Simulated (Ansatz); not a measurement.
NaH (CsCl type) (r2SCAN geometry), in Ansatz:

```cif
data_structure
_symmetry_space_group_name_H-M 'Pm-3m'
_symmetry_Int_Tables_number 221
_cell_length_a 2.9324
_cell_length_b 2.9324
_cell_length_c 2.9324
_cell_angle_alpha 90.000
_cell_angle_beta 90.000
_cell_angle_gamma 90.000
_cell_volume 25.22
loop_
_atom_site_label
_atom_site_type_symbol
_atom_site_symmetry_multiplicity
_atom_site_Wyckoff_symbol
_atom_site_fract_x
_atom_site_fract_y
_atom_site_fract_z
_atom_site_occupancy
Na1 Na 1 a 0.00000 0.00000 0.00000 1
H1 H 1 b 0.50000 0.50000 0.50000 1
```

G0W0@PBE with 138 empty bands, a screening cutoff of 180 eV and a 6×6×6 mesh (PAW, contour deformation) gives 3.058 eV over the mesh points, from a PBE gap of 1.031 eV; it sums over 143 bands with 147 plane waves in the screening and a wave cutoff of 420 eV. The G0W0 figures hold for the stated bands, cutoff and mesh and aren't extrapolated. (Calculated; spin-unpolarised; the phase may be known or hypothetical.)

Question: Estimate the gap with starting point HSE06.

Answer: 3.642 eV (+0.584 eV), from a Kohn-Sham gap of 1.880 eV.

Question: Estimate the gap with empty bands 57, screening cutoff 100 eV.

Answer: 2.912 eV (-0.146 eV), from a Kohn-Sham gap of 1.031 eV.

Question: Estimate the gap with frequency model Godby-Needs pole.

Answer: 3.060 eV (+0.002 eV), from a Kohn-Sham gap of 1.031 eV.
